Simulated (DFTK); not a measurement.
# BaS: single point with PBE

The system is BaS.

```xyz
2
Lattice="0.0000 3.1938 3.1938 3.1938 0.0000 3.1938 3.1938 3.1938 0.0000" Properties=species:S:1:pos:R:3 pbc="T T T"
Ba    0.0000    0.0000    0.0000
S     3.1938    3.1938    3.1938
```

```
Program             : DFTK 0.8.2
Task                : single point
Functional          : PBE
Potentials or basis : dojo.nc.sr.pbe.v0_4_1.standard.upf (PBE)
Cutoff              : 871 eV
k mesh              : 7 × 7 × 7
Occupations         : fermi-dirac, width 0.05 eV
Spin                : no spin polarisation
```

```json
{
  "Pressure": "1.1 GPa",
  "Band gap on the k mesh": "2.21 eV, indirect (least direct gap 2.34 eV)"
}
```

Levels at points of the mesh, in eV from the valence-band top:
```
           k point  band 5  band 6  band 7  band 8  band 9  band 10  band 11  band 12
(0.00, 0.00, 0.00)  -10.33    0.00    0.00    0.00    3.63     3.91     3.91     3.91
```

Wall time 100 s on 1 thread of Intel(R) Xeon(R) Platinum 8488C (Sapphire Rapids) (shared host), peak memory 1.6 GiB.

Caveat: this release of the barium file is off; spin-orbit coupling is left out, which moves the levels of the heavy elements; an odd mesh through Γ misses points on the zone boundary, where band edges often lie. As with any semilocal functional, this PBE gap is likely too small.
